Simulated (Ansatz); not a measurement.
Al under changes of volume

One of the cells (16.116 Å³/atom); the others are scaled copies at fixed shape and fractional positions:

```
CELL_PARAMETERS angstrom
-1.59122 1.59122 1.59122
1.59122 -1.59122 1.59122
1.59122 1.59122 -1.59122
ATOMIC_POSITIONS crystal
Al 0.00000 0.00000 0.00000
```

This isn't the form of Al at room conditions, which is fcc.

* Program: Ansatz 0.2.0
* Functional: LDA
* Potentials or basis: all-electron LAPW, scalar-relativistic
* Cutoff: 148 eV (chosen from the basis error)
* Basis error allowed: 0.001 eV/atom
* k mesh: 12 × 12 × 12
* Occupations: fermi-dirac, width 0.05 eV
* Spin: no spin polarisation

```tsv
volume (Å³/atom)	energy over the lowest point (meV/atom)	pressure (GPa)
15.149	18.37	5.8
15.471	8.66	3.9
15.793	2.64	2.1
16.116	0.00	0.5
16.438	0.46	-0.9
16.760	3.74	-2.3
17.083	?	?
```

Task: What does the run at 17.083 Å³/atom give?

Result: Energy over the lowest point 9.54 meV/atom; pressure -3.4 GPa.

Worked out: A Birch-Murnaghan fit of order 3 (a polynomial in V^(-2/3)) to the other rows has its minimum at 16.23 Å³/atom with B0 = V·E''(V) = 75 GPa and B' = 3.5. It gives 9.63 meV/atom at 17.083 Å³/atom, against the run's 9.54, and -dE/dV = -3.5 GPa, against -3.4.

Energies are extrapolated to zero smearing.
